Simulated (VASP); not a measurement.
# Ag (Fm-3m) in VASP: single point with LDA

Aim: the single point of Ag with LDA.

All numbers are computed with VASP 6.6.1; they aren't measurements. Logs are shortened: lines on timing, memory, paths and dates and some standing lists are left out, and cuts for length are marked.

**1. The crystal as given**

It takes space group Fm-3m (No. 225, cubic). Conventional cell: a = 4.002 Å, b = 4.002 Å, c = 4.002 Å, α = 90.00°, β = 90.00°, γ = 90.00°. Ag (site symmetry m-3m) has 12 Ag at 2.83 Å as nearest neighbours.

**2. Single point, LDA**

The input, INCAR:

```
SYSTEM = Ag
ALGO = Fast
EDIFF = 1E-6
ENCUT = 520
GGA = CA
ICORELEVEL = 1
ISIF = 2
ISMEAR = 1
LASPH = .True.
LCHARG = .False.
LREAL = .False.
LWAVE = .False.
NBANDS = 12
NELM = 80
PREC = Accurate
SIGMA = 0.1
```

The input, KPOINTS:

```
k-points
0
Gamma
  15 15 23
  0 0 0
```

The input, POSCAR:

```
Ag
1.0
    2.8300959000      0.0000000000      0.0000000000
   -1.4150479500      2.4509349400      0.0000000000
    1.4150479500      0.8169783100      2.3107636200
Ag
1
Direct
    0.0000000000      0.0000000000      0.0000000000
```

Potentials or basis: VASP PAW LDA potentials, release 64 (Ag).

Command:

```
$ cat potpaw_LDA.64/Ag/POTCAR > POTCAR
$ mpirun -np 1 vasp_std > vasp.out
```

OUTCAR:

```text
SYSTEM = Ag
   EDIFF = 1E-6
   ENCUT = 520
   GGA = CA
   ISIF = 2
   ISMEAR = 1
   LASPH = .True.
   LREAL = .False.
   NELM = 80
   PREC = Accurate

 ion  position               nearest neighbor table
   1  0.000  0.000  0.000-

  LATTYP: Found a face centered cubic cell.
 ALAT       =     4.0023600046

  Lattice vectors:

 A1 = (  -2.8300959000,   0.0000000000,   0.0000000000)
 A2 = (  -1.4150479500,   0.8169783100,   2.3107636200)
 A3 = (  -1.4150479500,   2.4509349400,   0.0000000000)

Analysis of symmetry for initial positions (statically):
=====================================================================
 Subroutine PRICEL returns:
 Original cell was already a primitive cell.

 Routine SETGRP: Setting up the symmetry group for a
 face centered cubic supercell.

 Subroutine GETGRP returns: Found 48 space group operations
 (whereof 48 operations were pure point group operations)
 out of a pool of 48 trial point group operations.

The static configuration has the point symmetry O_h .

Analysis of symmetry for dynamics (positions and initial velocities):
=====================================================================
 Subroutine PRICEL returns:
 Original cell was already a primitive cell.

 Routine SETGRP: Setting up the symmetry group for a
 face centered cubic supercell.

 Subroutine GETGRP returns: Found 48 space group operations
 (whereof 48 operations were pure point group operations)
 out of a pool of 48 trial point group operations.

The dynamic configuration has the point symmetry O_h .

 Subroutine INISYM returns: Found 48 space group operations
 (whereof 48 operations are pure point group operations),
 and found     1 'primitive' translations

----------------------------------------------------------------------------------------

                                     Primitive cell

  volume of cell :      16.0283

  direct lattice vectors                    reciprocal lattice vectors
     2.830095900  0.000000000  0.000000000     0.353344917  0.204003783 -0.288504917
    -1.415047950  2.450934940  0.000000000     0.000000000  0.408007566 -0.144252458
     1.415047950  0.816978310  2.310763620     0.000000000  0.000000000  0.432757376

  length of vectors
     2.830095900  2.830095896  2.830095894     0.499705174  0.432757375  0.432757376

  position of ions in fractional coordinates (direct lattice)
     0.000000000  0.000000000  0.000000000

  ion indices of the primitive-cell ions
   primitive index   ion index
                 1           1

----------------------------------------------------------------------------------------

 KPOINTS: k-points

Automatic generation of k-mesh.
 Grid dimensions read from file:
 generate k-points for:   15   15   23

 Generating k-lattice:

  Cartesian coordinates                     Fractional coordinates (reciprocal lattice)
     0.023556328  0.013600252 -0.019233661     0.066666667 -0.000000000  0.000000000
     0.000000000  0.027200504 -0.009616831     0.000000000  0.066666667 -0.000000000
     0.000000000  0.000000000  0.018815538     0.000000000  0.000000000  0.043478261

  Length of vectors
     0.033313678  0.028850492  0.018815538

  Shift w.r.t. Gamma in fractional coordinates (k-lattice)
     0.000000000  0.000000000  0.000000000

 -----------------------------------------------------------------------------
|                                                                             |
|           W    W    AA    RRRRR   N    N  II  N    N   GGGG   !!!           |
|           W    W   A  A   R    R  NN   N  II  NN   N  G    G  !!!           |
|           W    W  A    A  R    R  N N  N  II  N N  N  G       !!!           |
|           W WW W  AAAAAA  RRRRR   N  N N  II  N  N N  G  GGG   !            |
|           WW  WW  A    A  R   R   N   NN  II  N   NN  G    G                |
|           W    W  A    A  R    R  N    N  II  N    N   GGGG   !!!           |
|                                                                             |
|     Your reciprocal lattice and k-lattice belong to different lattice       |
|     classes:                                                                |
|                                                                             |
|        The reciprocal lattice is body-centered cubic,                       |
|        whereas your k-lattice is base-centered monoclinic.                  |
|                                                                             |
|     Results are often still useful ...                                      |
|                                                                             |
 -----------------------------------------------------------------------------

 WARNING: IBZKPT: internal override: KBLOWUP is changed to .FALSE.
      ... skipping the blow-up phase ...

 Subroutine IBZKPT returns following result:
 ===========================================

 Found   1384 irreducible k-points:

 Following reciprocal coordinates:
            Coordinates               Weight
  0.000000  0.000000  0.000000      1.000000
  0.066667  0.000000 -0.000000      2.000000
  0.133333  0.000000 -0.000000      2.000000
  0.200000  0.000000 -0.000000      2.000000
  0.266667  0.000000 -0.000000      2.000000
  0.333333 -0.000000 -0.000000      2.000000
[... 16 lines left out ...]
  0.400000  0.133333 -0.000000      4.000000
 -0.066667  0.133333  0.000000      2.000000
 [... further k-points ...]
   k-points           NKPTS =   1384   k-points in BZ     NKDIM =   1384   number of bands    NBANDS=     12
   number of dos      NEDOS =    301   number of ions     NIONS =      1
   total plane-waves  NPLWV =  13824
   dimension x,y,z NGX =    24 NGY =   24 NGZ =   24
   dimension x,y,z NGXF=    48 NGYF=   48 NGZF=   48
   ions per type =               1
   NGX,Y,Z   is equivalent  to a cutoff of  14.10, 14.10, 14.10 a.u.
   NGXF,Y,Z  is equivalent  to a cutoff of  28.20, 28.20, 28.20 a.u.
 SYSTEM =  Ag
   PREC   = accura    normal or accurate (medium, high low for compatibility)
   ISTART =      0    job   : 0-new  1-cont  2-samecut
   ICHARG =      2    charge: 1-file 2-atom 10-const
   ISPIN  =      1    spin polarized calculation?
   LNONCOLLINEAR =      F non collinear calculations
   LSORBIT =      F    spin-orbit coupling
   LASPH  =      T    aspherical Exc in radial PAW
   ENCUT  =  520.0 eV  38.22 Ry    6.18 a.u.   5.26  5.26  5.26*2*pi/ulx,y,z
   NELM   =     80;   NELMIN=  2; NELMDL= -5     # of ELM steps
   EDIFF  = 0.1E-05   stopping-criterion for ELM
   LREAL  =      F    real-space projection
   EDIFFG = 0.1E-04   stopping-criterion for IOM
   NSW    =      0    number of steps for IOM
   IBRION =     -1    ionic relax: 0-MD 1-quasi-New 2-CG
   NFREE  =      0    steps in history (QN), initial steepest desc. (CG)
   ISIF   =      2    stress and relaxation
   ISYM   =      2    0-nonsym 1-usesym 2-fastsym
   POTIM  = 0.5000    time-step for ionic-motion
   TEBEG  =    0.0;   TEEND  =   0.0 temperature during run
   PSTRESS=    0.0 pullay stress
   NELECT =      11.0000    total number of electrons
   NUPDOWN=      -1.0000    fix difference up-down
   EMIN   =  10.00;   EMAX   =-10.00  energy-range for DOS
   EFERMI =   0.00;   METHOD = LEGACY
   ISMEAR =     1;   SIGMA  =   0.10  broadening in eV -4-tet -1-fermi 0-gaus
   EFERMI_NEDOS =   21; number of points for ismear=-14 and -15
   IALGO  =     68    algorithm
   IMIX   =      4    mixing-type and parameters
     AMIX     =   0.40;   BMIX     =  1.00
     AMIX_MAG =   1.60;   BMIX_MAG =  1.00
  volume/ion in A,a.u.               =      16.03       108.16
  Fermi-wavevector in a.u.,A,eV,Ry     =   1.444030  2.728821 28.371180  2.085223
  Thomas-Fermi vector in A             =   2.562371
   LORBIT       =      0    0 simple, 1 ext, 2 COOP (PROOUT), +10 PAW based schemes
   GGA     = CA    functional components
   LHFCALC =     F    Hartree Fock is set to
   AEXX    =    0.0000 exact exchange contribution
   IVDW    =     0    specifies the selected vdW correction
   LEPSILON=     F    determine dielectric tensor
   LRPA    =     F    only Hartree local field effects (RPA)
 non-spin polarized calculation
 RMM-DIIS sequential band-by-band and
 Methfessel and Paxton  Order N= 1 SIGMA  =   0.10
  energy-cutoff  :      520.00
  volume of cell :       16.03
 maximum number of plane-waves:       445
 NGX is ok and might be reduce to    24
   NGX = 11   NGY = 11   NGZ = 11

 number of electron      11.0000002 magnetization

 Free energy of the ion-electron system (eV)
  ---------------------------------------------------
  ext. energy  EPLUGINS =         0.00000000
  ---------------------------------------------------
  free energy    TOTEN  =        -3.78115151 eV

  energy without entropy =       -3.78118403  energy(sigma->0) =       -3.78116235

 the core state eigenenergies are
   1-  1s -25171.2601  2s  -3701.0301  2p  -3324.0560  3s   -668.5841  3p   -544.2521
       3d   -346.8757  4s    -82.5818  4p    -46.3234

 E-fermi :   9.1683     XC(G=0): -12.9513

 val. band max:        9.1516539403   @ k =  -0.4667   0.4667   0.0870
 cond. band min:       9.1739309729   @ k =  -0.1333   0.2000   0.3913
 fundamental gap:      0.0222770326
 Fermi energy:         9.1683107845

 k-point     1 :       0.0000    0.0000    0.0000
  band No.  band energies     occupation
      1       0.7526      2.00000
      2       4.0346      2.00000
      3       4.0346      2.00000
      4       4.0346      2.00000
      5       5.2099      2.00000
      6       5.2099      2.00000
      7      25.1832      0.00000
      8      29.0577      0.00000
      9      29.0577      0.00000
     10      29.0577      0.00000
     11      34.2359      0.00000
     12      35.6526      0.00000

 k-point     2 :       0.0667    0.0000   -0.0000
  band No.  band energies     occupation
      1       0.9476      2.00000
      2       3.9517      2.00000
      3       4.1099      2.00000
      4       4.1099      2.00000
      5       5.1268      2.00000
      6       5.2451      2.00000
      7      25.2926      0.00000
      8      28.3597      0.00000
      9      28.6729      0.00000
     10      28.6729      0.00000
     11      35.1422      0.00000
     12      35.3340      0.00000

 k-point     3 :       0.1333    0.0000   -0.0000
  band No.  band energies     occupation
      1       1.5015      2.00000
      2       3.7233      2.00000
      3       4.3311      2.00000
      4       4.3311      2.00000
      5       4.9223      2.00000
      6       5.3455      2.00000
      7      25.5844      0.00000
      8      27.1955      0.00000
      9      27.4473      0.00000
     10      27.4473      0.00000
     11      33.9822      0.00000
     12      34.9388      0.00000
[... 286 lines left out ...]
 k-point    23 :       0.4000    0.1333   -0.0000
  band No.  band energies     occupation
      1       2.3922      2.00000
      2       2.5989      2.00000
      3       5.6686      2.00000
      4       5.8236      2.00000
      5       6.2433      2.00000
      6      11.2232      0.00000
      7      16.6430      0.00000
      8      17.8688      0.00000
      9      20.6860      0.00000
     10      26.8777      0.00000
     11      29.7768      0.00000
     12      38.2187      0.00000

 k-point    24 :      -0.0667    0.1333    0.0000
  band No.  band energies     occupation
      1       1.1355      2.00000
      2       3.9231      2.00000
      3       4.1365      2.00000
      4       4.1702      2.00000
      5       5.1069      2.00000
      6       5.2374      2.00000
      7      25.2666      0.00000
      8      26.9068      0.00000
      9      28.4667      0.00000
     10      29.7825      0.00000
     11      33.2934      0.00000
     12      35.4183      0.00000

 [... further k-points ...]

------------------------ aborting loop because EDIFF is reached ----------------------------------------

  FORCE on cell =-STRESS in cart. coord.  units (eV):
  Direction    XX          YY          ZZ          XY          YZ          ZX
  --------------------------------------------------------------------------------------
  -------------------------------------------------------------------------------------
  Total       -0.0158023     -0.0158023     -0.0158023     -0.0000000      0.0000000     -0.0000000
  in kB       -1.5795862     -1.5795861     -1.5795861     -0.0000000      0.0000000     -0.0000000
  external PRESSURE =      -1.5795862 kB  Pullay stress =       0.0000000 kB

 VOLUME and BASIS-vectors are now :
 -----------------------------------------------------------------------------
  energy-cutoff  :      520.00
  volume of cell :       16.03
      direct lattice vectors                 reciprocal lattice vectors
     2.830095900  0.000000000  0.000000000     0.353344917  0.204003783 -0.288504917
    -1.415047950  2.450934940  0.000000000     0.000000000  0.408007566 -0.144252458
     1.415047950  0.816978310  2.310763620     0.000000000  0.000000000  0.432757376

 POSITION                                       TOTAL-FORCE (eV/Angst)
 -----------------------------------------------------------------------------------
      0.00000      0.00000      0.00000         0.000000     -0.000000      0.000000
 -----------------------------------------------------------------------------------
    total drift:                                0.000000     -0.000000      0.000000

  FREE ENERGIE OF THE ION-ELECTRON SYSTEM (eV)
  ---------------------------------------------------
  free  energy   TOTEN  =        -3.7811515091 eV

  energy  without entropy=       -3.7811840260  energy(sigma->0) =       -3.78116235
```

Wall time 2.1 min (1 thread of Intel Xeon Platinum 8488C (Sapphire Rapids), shared host); peak memory 0.35 GiB.

What came out:

```
Free energy            : -3.7812 eV
Pressure               : -0.2 GPa
Band gap on the k mesh : none (metal or under the smearing width)
```

Core levels (eV, on the scale of the bands):
| atom | levels |
| --- | --- |
| 1 Ag | 1s -25171.3, 2s -3701.0, 2p -3324.1, 3s -668.6, 3p -544.3, 3d -346.9, 4s -82.6, 4p -46.3 |
